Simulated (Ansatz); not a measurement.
Zinc-blende InN (metastable phase) was calculated with rVV10 (Ansatz, a quantum-chemistry and plane-wave program, PAW).

Numerical settings: plane-wave cutoff 520 eV, 12×12×12 k mesh, Fermi–Dirac smearing 0.01 eV, scalar-relativistic PAW data made under PBE.

Cell (relaxed at this level):

```cif
data_InN
_chemical_formula_sum 'In1 N1'
_space_group_name_H-M_alt 'P 1'
_space_group_IT_number 1
_cell_length_a 3.58817
_cell_length_b 3.58817
_cell_length_c 3.58817
_cell_angle_alpha 60.000
_cell_angle_beta 60.000
_cell_angle_gamma 60.000
loop_
_space_group_symop_operation_xyz
  'x, y, z'
loop_
_atom_site_label
_atom_site_type_symbol
_atom_site_fract_x
_atom_site_fract_y
_atom_site_fract_z
_atom_site_occupancy
In1 In 0.00000 0.00000 0.00000 1
N1 N 0.25000 0.25000 0.25000 1
```

Q: What does this level give for the bulk modulus B0 and pressure derivative B′ of the bulk modulus?

A: 
bulk modulus B0: 119 GPa
pressure derivative B′ of the bulk modulus: 4.7

The run finds no gap.

Note: the gap of the solid is closed in this run; this level leaves the solid without a gap, although one is measured.

Spin–orbit coupling is not included; it can open a gap where bands touch, and shift volumes and moduli.

Computing time: roughly 30 core-seconds.
